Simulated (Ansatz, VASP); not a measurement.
CdTe in VASP and in Ansatz

INCAR

```
PREC = Accurate
ENCUT = 520
EDIFF = 1E-7
ISMEAR = 0
SIGMA = 0.027000000000000003
LREAL = False
LASPH = True
NELM = 80
ALGO = Normal
ISIF = 2
LWAVE = False
LCHARG = True
GGA = PE
LELF = True
LVHAR = True
NBANDS = 16
```

KPOINTS

```
Automatic mesh
0
Gamma
  7 7 7
```

File POSCAR:

```
CdTe
1.0
    0.0000000000      3.2050000000      3.2050000000
    3.2050000000      0.0000000000      3.2050000000
    3.2050000000      3.2050000000      0.0000000000
Te Cd
1 1
Direct
    0.7500000000      0.7500000000      0.7500000000
    0.0000000000      0.0000000000      0.0000000000
```

Contents of input.yaml:

```yaml
crystal:
  lattice:
    - [0.0, 3.205, 3.205]
    - [3.205, 0.0, 3.205]
    - [3.205, 3.205, 0.0]
  atoms:
    - { symbol: Te, position: [0.75, 0.75, 0.75] }
    - { symbol: Cd, position: [0.0, 0.0, 0.0] }
kpoints:
  mp_grid: { grid: [7, 7, 7] }
scf:
  occupations: { method: gaussian, width: 0.027 }
hamiltonian:
  xc: pbe
  pseudopotentials: { kind: all_electron, lapw: { basis_error: 0.001 } }
output:
  forces: true
  stress: true
  eigenvalues: true
```

Alike in both runs: task single point; functional PBE; k mesh 7 × 7 × 7; occupations gaussian, width 0.027 eV; no spin polarisation.

|  | VASP | Ansatz |
| --- | --- | --- |
| version | VASP 6.6.1 | Ansatz 0.2.0 |
| potentials or method | VASP PAW PBE potentials, release 64 (Te, Cd) | all-electron LAPW, scalar-relativistic |
| plane-wave cutoff (eV) | 520 | see its input |

Ansatz gave:

```
gap on the k mesh at the Fermi level (eV) : 0.87
least direct gap on the mesh (eV)         : 0.87
pressure (GPa)                            : 4.3
```

**Question.** Estimate VASP's values.

**Answer.** gap on the k mesh at the Fermi level (eV): 0.87; least direct gap on the mesh (eV): 0.87; pressure (GPa): 4.4.

Ansatz ran all-electron here, so the differences hold the error of VASP's frozen core and of both bases.

Caveats: spin-orbit coupling is left out, which moves the levels of the heavy elements.
